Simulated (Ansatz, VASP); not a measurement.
# BN: VASP beside Ansatz

Aim: how closely do two programs agree when they are given the same cell, functional and k mesh? The cell is taken from a series of VASP runs on this material, whose earlier steps may have relaxed, scaled or displaced it; both programs get it as it stands.

Calculated with Ansatz 0.2.0; plane waves, with VASP 6.6.1 beside it; band structure at LDA, dielectric response at LDA and single point at LDA.

## Step 1: Set-up

It takes space group P6_3/mmc (No. 194, hexagonal). Conventional cell: a = 2.491 Å, b = 2.491 Å, c = 6.466 Å, α = 90.00°, β = 90.00°, γ = 120.00°. B has 3 N at 1.44 Å nearest. Nearest to N lie 3 B at 1.44 Å. Farther neighbours and most contacts between anions are not listed.

## Step 2: VASP: band structure, LDA

The same path points are solved in both programs, so levels can be compared one by one.

Lines of VASP's logs that name or quote its potential files are left out, and so is its time.

INCAR

```
SYSTEM = BN
PREC = Accurate
ENCUT = 520
EDIFF = 1E-06
NELM = 100
ISMEAR = 0
SIGMA = 0.05
LREAL = .FALSE.
ALGO = Normal
GGA = CA
NBANDS = 22
LORBIT = 11
LWAVE = .FALSE.
LCHARG = .FALSE.
KPAR = 4
```

POSCAR

```
BN
1.0
    2.4905852083      0.0000000000      0.0000000000
   -1.2452926041      2.1569100607      0.0000000000
    0.0000000000      0.0000000000      6.4663671138
B N
2 2
Direct
    0.3333333333      0.6666666667      0.2500000000
    0.6666666667      0.3333333333      0.7500000000
    0.3333333333      0.6666666667      0.7500000000
    0.6666666667      0.3333333333      0.2500000000
```

KPOINTS

```
Automatic mesh
0
Gamma
9 9 3
0 0 0
```

KPOINTS_OPT

```
Line mode
16
Line-mode
Reciprocal
  0.00000000   0.00000000   0.00000000 GAMMA
  0.50000000   0.00000000   0.00000000 M

  0.50000000   0.00000000   0.00000000 M
  0.33333333   0.33333333   0.00000000 K

  0.33333333   0.33333333   0.00000000 K
  0.00000000   0.00000000   0.00000000 GAMMA

  0.00000000   0.00000000   0.00000000 GAMMA
  0.00000000   0.00000000   0.50000000 A

  0.00000000   0.00000000   0.50000000 A
  0.50000000   0.00000000   0.50000000 L

  0.50000000   0.00000000   0.50000000 L
  0.33333333   0.33333333   0.50000000 H

  0.33333333   0.33333333   0.50000000 H
  0.00000000   0.00000000   0.50000000 A

  0.50000000   0.00000000   0.50000000 L
  0.50000000   0.00000000   0.00000000 M

  0.33333333   0.33333333   0.00000000 K
  0.33333333   0.33333333   0.50000000 H
```

The projector-augmented-wave data sets are B and N (LDA family, release 64).

On the command line:

```sh
mpirun -np 4 vasp_std
```

Numbers of over 12 decimals in the logs are rounded to 6 here.

Output:

```text
[banner, memory and clock lines left out]
running    4 mpi-ranks, on    1 nodes
 distrk:  each k-point on    1 cores,    4 groups
 distr:  one band on    1 cores,    1 groups

 POSCAR found type information on POSCAR B N
 POSCAR found :  2 types and       4 ions
 LDA part: xc-table for (Slater(with rela. corr.)+CA(PZ))
 , standard interpolation
 POSCAR, INCAR and KPOINTS ok, starting setup
 FFT: planning ... GRIDC
 FFT: planning ... GRID_SOFT
 FFT: planning ... GRID
 WAVECAR not read
 entering main loop
       N       E                     dE             d eps       ncg     rms          rms(c)
DAV:   1     0.372398973194E+02    0.37240E+02   -0.75352E+03  1056   0.675E+02
DAV:   2    -0.404212903218E+02   -0.77661E+02   -0.72311E+02  1370   0.174E+02
DAV:   3    -0.426176072040E+02   -0.21963E+01   -0.21836E+01  1330   0.257E+01
DAV:   4    -0.426252820713E+02   -0.76749E-02   -0.76746E-02  1146   0.175E+00
DAV:   5    -0.426253222956E+02   -0.40224E-04   -0.40224E-04  1364   0.107E-01    0.111E+01
DAV:   6    -0.390692362984E+02    0.35561E+01   -0.28820E+00  1122   0.132E+01    0.484E+00
DAV:   7    -0.386988164143E+02    0.37042E+00   -0.39039E-01  1280   0.388E+00    0.304E+00
DAV:   8    -0.385837599797E+02    0.11506E+00   -0.18361E-01  1260   0.249E+00    0.405E-01
DAV:   9    -0.385806793219E+02    0.30807E-02   -0.81999E-03  1208   0.607E-01    0.204E-01
DAV:  10    -0.385806270390E+02    0.52283E-04   -0.68334E-04  1272   0.151E-01    0.287E-02
DAV:  11    -0.385806135496E+02    0.13489E-04   -0.30354E-05  1240   0.376E-02    0.151E-02
DAV:  12    -0.385806161650E+02   -0.26155E-05   -0.27486E-06  1256   0.957E-03    0.205E-03
DAV:  13    -0.385806161676E+02   -0.25743E-08   -0.35033E-08   714   0.142E-03
   1 F= -.38580616E+02 E0= -.38580616E+02  d E =-.110106E-18
 Start KPOINTS_OPT (optional k-point list driver)
k-point batch [1-24\144]
       N       E                     dE             ncg
DAV:   1     0.120352786669E+03   -0.12105E+05     1056
DAV:   2    -0.168030965193E+04   -0.18007E+04     1342
DAV:   3    -0.173475336374E+04   -0.54444E+02     1328
DAV:   4    -0.173490342075E+04   -0.15006E+00     1122
DAV:   5    -0.173490392104E+04   -0.50029E-03     1280
DAV:   6    -0.173490392384E+04   -0.27930E-05     1196
DAV:   7    -0.173490392386E+04   -0.17975E-07     1112
[...]
k-point batch [121-144\144]
       N       E                     dE             ncg
DAV:   1    -0.204814431855E+03   -0.20334E+05     1056
DAV:   2    -0.177754285031E+04   -0.15727E+04     1316
DAV:   3    -0.182224779232E+04   -0.44705E+02     1380
DAV:   4    -0.182237351347E+04   -0.12572E+00     1102
DAV:   5    -0.182237395756E+04   -0.44409E-03     1276
DAV:   6    -0.182237395982E+04   -0.22623E-05     1220
DAV:   7    -0.182237395984E+04   -0.23756E-07     1076
```

Parts of OUTCAR (step 2):

```text
ion  position               nearest neighbor table
   1  0.333  0.667  0.250-   4 1.44   4 1.44   4 1.44
   2  0.667  0.333  0.750-   3 1.44   3 1.44   3 1.44
   3  0.333  0.667  0.750-   2 1.44   2 1.44   2 1.44
   4  0.667  0.333  0.250-   1 1.44   1 1.44   1 1.44

  LATTYP: Found a hexagonal cell.
 ALAT       =     2.4905852083
 C/A-ratio  =     2.5963243868

 Subroutine GETGRP returns: Found 24 space group operations
 (whereof 12 operations were pure point group operations)

The static configuration has the point symmetry D_3d.
 The point group associated with its full space group is D_6h.

 Found     24 irreducible k-points:

   k-points           NKPTS =     24   k-points in BZ     NKDIM =     24   number of bands    NBANDS=     22

   dimension x,y,z NGX =    20 NGY =   20 NGZ =   48
   dimension x,y,z NGXF=    40 NGYF=   40 NGZF=   96

   ENCUT  =  520.0 eV  38.22 Ry    6.18 a.u.   4.63  4.63 12.02*2*pi/ulx,y,z

   NELECT =      16.0000    total number of electrons

 k-points in reciprocal lattice and weights: Automatic mesh
   0.00000000  0.00000000  0.00000000       0.004
   0.11111111 -0.00000000  0.00000000       0.025
   0.22222222  0.00000000  0.00000000       0.025
   0.33333333  0.00000000  0.00000000       0.025
   0.44444444  0.00000000  0.00000000       0.025
   0.11111111  0.11111111  0.00000000       0.025
   0.22222222  0.11111111  0.00000000       0.049
   0.33333333  0.11111111  0.00000000       0.049
   0.44444444  0.11111111  0.00000000       0.025
[...]
0.33333333  0.22222222  0.33333333       0.099
   0.33333333  0.33333333  0.33333333       0.016

 average (electrostatic) potential at core
       1 -33.8533       2 -33.8533       3 -64.4398       4 -64.4398

 E-fermi :   2.7106

 k-point     1 :       0.0000    0.0000    0.0000
  band No.  band energies     occupation
    ...
      4      -1.5989      2.00000
      5       1.1161      2.00000
      6       1.1161      2.00000
      7       1.1640      2.00000
      8       1.1640      2.00000
      9       7.5665      0.00000
     10      12.8621      0.00000
     11      13.9906      0.00000
     12      13.9906      0.00000
     13      14.1454      0.00000
    ...

 k-point     2 :       0.1111   -0.0000    0.0000
  band No.  band energies     occupation
    ...
      4      -1.2989      2.00000
      5       0.1665      2.00000
      6       0.2123      2.00000
      7       0.6618      2.00000
      8       0.7182      2.00000
      9       7.9880      0.00000
     10      12.6636      0.00000
     11      13.7489      0.00000
     12      14.0537      0.00000
     13      14.5965      0.00000
    ...

 k-point     3 :       0.2222    0.0000    0.0000
  band No.  band energies     occupation
    ...
      4      -2.0288      2.00000
      5      -1.9560      2.00000
      6      -0.4348      2.00000
      7      -0.2995      2.00000
      8      -0.2299      2.00000
      9       9.0535      0.00000
     10      11.7097      0.00000
     11      12.3460      0.00000
     12      13.2313      0.00000
     13      13.9767      0.00000
    ...

  Total        0.0078752      0.0078752     -0.0107803      0.0000000      0.0000000      0.0000000
  in kB        0.3632279      0.3632279     -0.4972192      0.0000000      0.0000000      0.0000000
  external PRESSURE =       0.0764122 kB  Pullay stress =       0.0000000 kB

  energy-cutoff  :      520.00
  volume of cell :       34.74
      direct lattice vectors                 reciprocal lattice vectors
     2.490585208  0.000000000  0.000000000     0.401512061  0.231813096  0.000000000
    -1.245292604  2.156910061  0.000000000     0.000000000  0.463626193  0.000000000
     0.000000000  0.000000000  6.466367114     0.000000000  0.000000000  0.154646339

 POSITION                                       TOTAL-FORCE (eV/Angst)
 -----------------------------------------------------------------------------------
     -0.00000      1.43794      1.61659         0.000000     -0.000000      0.000000
      1.24529      0.71897      4.84978        -0.000000      0.000000      0.000000
     -0.00000      1.43794      4.84978        -0.000000      0.000000      0.000000
      1.24529      0.71897      1.61659         0.000000     -0.000000      0.000000
 -----------------------------------------------------------------------------------
    total drift:                               -0.000000      0.000000      0.000000

  FREE ENERGIE OF THE ION-ELECTRON SYSTEM (eV)
  ---------------------------------------------------
  free  energy   TOTEN  =       -38.5806161676 eV

  energy  without entropy=      -38.5806161676  energy(sigma->0) =      -38.58061617

 total charge
# of ion       s       p       d       tot
------------------------------------------
    1        0.747   1.459   0.000   2.206
    2        0.747   1.459   0.000   2.206
    3        1.216   2.781   0.000   3.997
    4        1.216   2.781   0.000   3.997
--------------------------------------------------
tot          3.927   8.480   0.000  12.407

[... 3 further parts left out ...]
```

The run ends at a pressure of 0.01 GPa.

## Step 3: Ansatz: band structure, LDA

Ansatz runs on its default PAW (the set named soft_2) files.

The same cell, functional (in two slightly different forms), mesh and smearing now go to Ansatz, which takes its cutoff from its data sets.

input.yaml

```yaml
crystal:
  lattice:
    - [2.4905852083, 0.0, 0.0]
    - [-1.2452926041, 2.1569100607, 0.0]
    - [0.0, 0.0, 6.4663671138]
  atoms:
    - { symbol: B, position: [0.3333333333, 0.6666666667, 0.25] }
    - { symbol: B, position: [0.6666666667, 0.3333333333, 0.75] }
    - { symbol: "N", position: [0.3333333333, 0.6666666667, 0.75] }
    - { symbol: "N", position: [0.6666666667, 0.3333333333, 0.25] }
hamiltonian:
  xc: lda
  pseudopotentials: { kind: paw }
kpoints:
  mp_grid: { grid: [9, 9, 3] }
  band_path:
    path:
      - [0.0, 0.0, 0.0]
      - [0.13333, 0.0, 0.0]
      - [0.3, 0.0, 0.0]
      - [0.46667, 0.0, 0.0]
      - [0.5, 0.0, 0.0]
      - [0.46667, 0.06667, 0.0]
      - [0.41111, 0.17778, 0.0]
      - [0.35556, 0.28889, 0.0]
      - [0.31111, 0.31111, 0.0]
      - [0.28889, 0.28889, 0.0]
      - [0.17778, 0.17778, 0.0]
      - [0.06667, 0.06667, 0.0]
      - [0.0, 0.0, 0.03333]
      - [0.0, 0.0, 0.2]
      - [0.0, 0.0, 0.36667]
      - [0.0, 0.0, 0.5]
      - [0.16667, 0.0, 0.5]
      - [0.3, 0.0, 0.5]
      - [0.46667, 0.0, 0.5]
      - [0.46667, 0.06667, 0.5]
      - [0.41111, 0.17778, 0.5]
      - [0.35556, 0.28889, 0.5]
      - [0.28889, 0.28889, 0.5]
      - [0.17778, 0.17778, 0.5]
      - [0.06667, 0.06667, 0.5]
      - [0.5, 0.0, 0.46667]
      - [0.5, 0.0, 0.3]
      - [0.5, 0.0, 0.13333]
      - [0.33333, 0.33333, 0.0]
      - [0.33333, 0.33333, 0.16667]
      - [0.33333, 0.33333, 0.33333]
      - [0.33333, 0.33333, 0.5]
    npoints: 1
scf:
  occupations: { method: gaussian, width: 0.05 }
  n_extra_bands: 8
output:
  forces: true
  stress: true
  eigenvalues: true
```

On the command line:

```sh
ansatz run input.yaml --threads 2 --pin off --max-ram 4608MiB --backend cpu --events-out ev --progress --plain --runs-dir out
```

Output:

```text
scf.n_extra_bands = 8 over 8 filled bands (N_el = 16.0): the run solves 16 bands
Engine: ansatz 0.2.0, aarch64-unknown-linux-gnu
Pseudopotentials: kind: paw
Pseudopotential: B, paw, valence charge 3, recommended cutoff 420 eV (normal), B.paw.azcp
Pseudopotential: N, paw, valence charge 5, recommended cutoff 420 eV (normal), N.paw.azcp
Functional definition: SPW92
  exchange = slater_x
  correlation = pw_c
Crystal: 4 atoms, lattice volume = 34.737 Å³
Basis set: ecut = 420 eV, 639 PW (Γ)
Bands: 16, of which v1, the nominal top of the filled ones, is band 8 counted from 1 (7 counted from 0)
Symmetry: 24 space group operations
Space group: P63/mmc (ITA 194), of the structure as read, at distance tolerance 3.3e-5 Å
k-points: 24 of 243
Non-local potential: B, projectors of the file, l = 0: 2, l = 1: 2, l = 2: 1
Non-local potential: N, projectors of the file, l = 0: 2, l = 1: 2, l = 2: 1
PAW form: soft (Blöchl's): semilocal exchange-correlation on the pseudo side does not see the compensation charge
PAW frozen core: B, regenerated for the run's functional, and the local potential with it (the file was generated under x = pbe(κ = 0.804, μ = 0.219515), c = pbe(β = 0.066725))
PAW frozen core: N, regenerated for the run's functional, and the local potential with it (the file was generated under x = pbe(κ = 0.804, μ = 0.219515), c = pbe(β = 0.066725))
PAW one-centre angular grid: B, 110 points (default); XC on 64 Gauss nodes
PAW one-centre angular grid: N, 110 points (default); XC on 64 Gauss nodes
Initial density: superposition of atomic densities (neutral atoms: chi_scale 0, normalization atom), corrected by the library's trained network
Initial wavefunctions: pseudopotential atomic-orbital guess
Functional: x = slater, c = lda
SCF iter   1: F=—  HF=-1052.699275 eV  |F-HF|=—  |Δ(HF+E_count)|=         —  Δρ=8.34e-3  dr2=2.22e-2  ethr=1.77e-3  ⟨swp⟩=5.6  Hψ=1865  notcnv=0  defer=25
preconditioner: auto → none  [insulator: Δε(μ)=4.141 eV  Ē_g=18.604 eV  σ=0.050 eV  W_gap=1.00  n_scr=4 (ndim 8)  ℏωp=25.2 eV  f_vac=0.015  D(μ)=0.00/eV (n_scr^D=0)  ε∞_Penn≈2.8]
SCF iter   2: F=—  HF=-1052.694219 eV  |F-HF|=—  |Δ(HF+E_count)|=   5.06e-3  Δρ=3.89e-3  dr2=2.27e-3  ethr=1.39e-4  ⟨swp⟩=3.0  Hψ=860  notcnv=0  defer=47
SCF iter   3: F=—  HF=-1052.693553 eV  |F-HF|=—  |Δ(HF+E_count)|=   6.65e-4  Δρ=1.49e-3  dr2=3.28e-4  ethr=1.42e-5  ⟨swp⟩=2.5  Hψ=539  notcnv=0  defer=47
SCF iter   4: F=—  HF=-1052.693479 eV  |F-HF|=—  |Δ(HF+E_count)|=   7.41e-5  Δρ=2.82e-4  dr2=1.25e-5  ethr=2.05e-6  ⟨swp⟩=1.0  Hψ=337  notcnv=0  defer=47
SCF iter   5: F=—  HF=-1052.693478 eV  |F-HF|=—  |Δ(HF+E_count)|=   1.15e-6  Δρ=2.61e-5  dr2=1.00e-7  ethr=7.78e-8  ⟨swp⟩=1.9  Hψ=483  notcnv=0  defer=47
SCF iter   6: F=-1052.693478 eV  HF=-1052.693478 eV  |F-HF|=1.08e-9  |Δ(HF+E_count)|=   2.30e-8  Δρ=4.78e-6  dr2=2.49e-9  ethr=6.25e-10  ⟨swp⟩=8.3  Hψ=1649  notcnv=0
SCF 1 converged in 6 iterations: F = -1052.693478 eV  dr2 = 2.49e-9
  greatest PAW one-centre occupation: 0.793 electrons in one spin orbital (limit 2), on the N atom at site 3 (counted from 0), in its partial waves of l = 0
NSCF: frozen V_eff on 32 k-points
SCF converged after 6 iterations
Free energy (F): -1052.693478 eV
Harris-Foulkes:  -1052.693478 eV  (|F-HF|=1.08e-9)
Internal energy: -1052.693478 eV  (E = F + TS)
E sigma→0 (E₀):  -1052.693478 eV
Fermi energy:    6.932065 eV
--- Per-component energies (eV) ---
  E_band       = -36.136403
  E_kinetic    = 367.400522
  E_local      = -671.714864  (includes V_loc(G=0)·N_el)
  E_nonlocal   = 120.071211
  E_hartree    = 212.329357
  E_xc         = -182.504719
  E_vxc        = -227.598507  (∫ρ·V_xc dr)
  E_paw        = -383.689572  (= ΣΔE_a)
  E_vpaw       = -48.953689  (= ΣTr[D̂ρ^β])
  E_aug_tail   = 0.000184  (compensation charges beyond the density's cutoff)
  E_ewald      = -514.837355
  E_core_change = 0.251757  (= ΣΔE_core)
  E_smearing   = -0.000000  (= −TS)
  E_closure    = -0.000000  (closes the sum)
  Σ components = -1052.693478   (vs F -1052.693478, Δ=0.00e0)
--- Forces (eV/Å), atoms counted from 1 ---
  atom   1  B     -0.00000000    -0.00000000     0.00000000
  atom   2  B      0.00000000     0.00000000    -0.00000000
  atom   3  N      0.00000000    -0.00000000    -0.00000000
  atom   4  N      0.00000000     0.00000000     0.00000000
  max |Σ_I F_I| component: 1.67e-16 eV/Å
--- Stress (GPa, compression-positive) ---
       -0.745906      -0.000000       0.000000
       -0.000000      -0.745906       0.000000
        0.000000       0.000000       0.115071
  P = ⅓ Tr σ = -0.4589 GPa (-4.589 kbar)
--- Band table (eV; the first three rows and the last of 24) ---
  k-point 0: bands = [... 4 lower, 3.5235, 3.5235, 3.5711, 3.5711, 9.9775, 15.2568, 16.4213, 16.4213, ... 4 higher]
  k-point 1: bands = [... 4 lower, 3.5352, 3.5352, 3.5586, 3.5586, 11.2879, 13.8496, 16.4585, 16.4585, ... 4 higher]
  k-point 2: bands = [... 4 lower, 2.5720, 2.6179, 3.0678, 3.1237, 10.3994, 15.0579, 16.1730, 16.4795, ... 4 higher]
  k-point 23: bands = [... 4 lower, -2.2268, -2.2268, 4.8079, 4.8079, 9.4459, 9.4459, 15.7963, 17.3713, ... 4 higher]
```

It took 1.2 s on 2 threads of Arm Neoverse N1, shared host; peak memory 0.26 GiB.

Reading the cycles: dr2 is the Hartree energy of the density residual (eV), the measure of convergence; HF is the Harris–Foulkes estimate of the energy, which meets the free energy F at convergence.

## Step 4: Differences

Known differences besides the potentials themselves: the two LDA forms differ slightly; the cutoff is 420 eV in Ansatz and 520 eV in VASP; VASP's log shows a relativistic correction to its local exchange, Ansatz's none. Total energies have different zeros and are not compared.

Both answers:

```tsv
quantity	Ansatz	VASP	difference
pressure (GPa)	-0.46	0.01	-0.47
pressure without Ansatz's Pulay correction (GPa)	-1.23	0.01	-1.23
gap over the path points (eV)	4.038	4.023	+0.016
```

Levels at points of the path, from each program's valence-band top (eV; 4 filled, then empty):

```tsv
k (reciprocal lattice)	Ansatz	VASP
0.000 0.000 0.000	-1.36 -1.36 -1.31 -1.31 5.10 10.38 11.54	-1.36 -1.36 -1.32 -1.32 5.09 10.38 11.51
0.133 0.000 0.000	-2.68 -2.63 -1.99 -1.93 5.69 10.07 11.19	-2.69 -2.64 -1.99 -1.93 5.68 10.08 11.17
0.300 0.000 0.000	-4.20 -3.43 -3.35 -2.05 7.57 7.59 8.33	-4.20 -3.43 -3.35 -2.05 7.57 7.58 8.33
0.467 0.000 0.000	-4.20 -4.12 -1.77 -0.47 4.18 5.77 9.54	-4.20 -4.12 -1.77 -0.47 4.16 5.76 9.53
0.500 0.000 0.000	-4.23 -4.14 -1.62 -0.42 4.04 5.65 9.61	-4.23 -4.14 -1.62 -0.42 4.02 5.64 9.60
0.467 0.067 0.000	-4.48 -4.39 -1.55 -0.38 4.09 5.63 9.93	-4.48 -4.39 -1.55 -0.38 4.08 5.62 9.92
0.411 0.178 0.000	-5.70 -5.61 -1.10 -0.14 4.35 5.43 11.39	-5.71 -5.61 -1.11 -0.14 4.34 5.42 11.39
0.356 0.289 0.000	-6.95 -6.91 -0.41 -0.02 4.65 4.97 10.46	-6.95 -6.91 -0.41 -0.02 4.64 4.97 10.44
0.311 0.311 0.000	-6.96 -6.95 -0.46 0.00 4.68 4.99 10.45	-6.96 -6.96 -0.46 0.00 4.67 4.98 10.43
0.289 0.289 0.000	-6.65 -6.62 -0.92 0.00 4.76 5.31 10.84	-6.66 -6.62 -0.93 0.00 4.75 5.30 10.81
```

Among the levels compared at these points, filled levels agree within 8 meV and empty ones within 30 meV. Ansatz's pressure holds a Pulay correction of 0.77 GPa; VASP's holds none.

(Continued in part 2 of 2.)

[Lines on the potential files, build, host, timing and source positions are cut from VASP's logs without a mark.]

[Logs are printed without paths, hosts, clocks, repeated set-up lines and the standing remarks that a program may print on its own settings, such as how far it seeks lower states.]

[Hosts, paths, dates, database ids (printed as entryN), source tags and the programs' standing remarks are cut or masked in the printed files.]
